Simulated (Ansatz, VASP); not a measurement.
SiC: VASP beside Ansatz

```
Si C
1.0
     2.99713    0.00000    0.00000
    -1.49857    2.59559    0.00000
     0.00000    0.00000    4.91410
Si C
2 2
Direct
  0.66667 0.33333 0.50458
  0.33333 0.66667 0.00458
  0.66667 0.33333 0.88042
  0.33333 0.66667 0.38042
```

Alike in both runs: functional PBE; k mesh 12 × 12 × 6; occupations gaussian, width 0.02 eV; no spin polarisation.

Ansatz relaxed the structure, and its values are those at the end. VASP's run is a single point on that final structure, the one shown.

```csv
,VASP,Ansatz
version,VASP 6.6.1,Ansatz 0.2.0
potentials or method,"VASP PAW PBE potentials, release 64 (Si, C)","scalar-relativistic, plane waves, PAW"
plane-wave cutoff (eV),520,420
valence electrons in the cell,16,16
```

|  | VASP | Ansatz | Ansatz less VASP |
| --- | --- | --- | --- |
| gap on the k mesh at the Fermi level (eV) | 2.13 | 2.14 | +0.004 |
| least direct gap on the mesh (eV) | 4.12 | 4.12 | +0.005 |
| pressure (GPa) | 24.1 | 24.2 | +0.10 |

Caveats: so large a pressure means that the cell lies far from this level's equilibrium, or that cutoff or potentials fall short (VASP). A k mesh can miss the band edges. As with any semilocal functional, this PBE gap is likely too small.
